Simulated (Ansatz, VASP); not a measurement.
Two plane-wave programs on Cu

```xyz
2
Lattice="1.2424 -4.0544 0.0000 1.2424 4.0544 0.0000 0.0000 0.0000 2.5240" Properties=species:S:1:pos:R:3 pbc="T T T"
Cu    1.2424   -2.9689    1.8930
Cu    1.2424    2.9689    0.6310
```

This isn't the form of Cu at room conditions, which is fcc.

Alike in both runs: task single point; functional PBEsol; k mesh 11 × 11 × 11; occupations fermi-dirac, width 0.05 eV; no spin polarisation.

|  | VASP | Ansatz |
| --- | --- | --- |
| version | VASP 6.6.1 | Ansatz 0.2.0 |
| potentials or method | VASP PAW PBE potentials, release 64 (Cu) | Ansatz PAW |
| plane-wave cutoff (eV) | 520 | 420 |
| valence electrons in the cell | 22 | 38 |

|  | VASP | Ansatz | Ansatz less VASP |
| --- | --- | --- | --- |
| gap on the k mesh at the Fermi level (eV) | none | none | - |
| pressure (GPa) | -8.1 | -8.8 | -0.69 |
| largest component of the traceless stress (GPa) | 0.76 | 0.81 | +0.055 |
| rms of the force components (eV/Å) | 0.040 | 0.041 | +0.0015 |

Atom by atom the forces differ by 0.002 eV/Å (rms over components). A gap of «none» marks a metal or a gap that the smearing closes. The functional is the same, so the differences come from potentials, cutoffs and numerics. The two sets of potentials don't hold the same shells in valence.

Caveats: the PAW data sets were made with another functional, which shifts forces and pressure a little (VASP); the PAW data sets come from PBE, with cores solved anew for the run's functional, which leaves a small shift of forces and pressure (Ansatz).
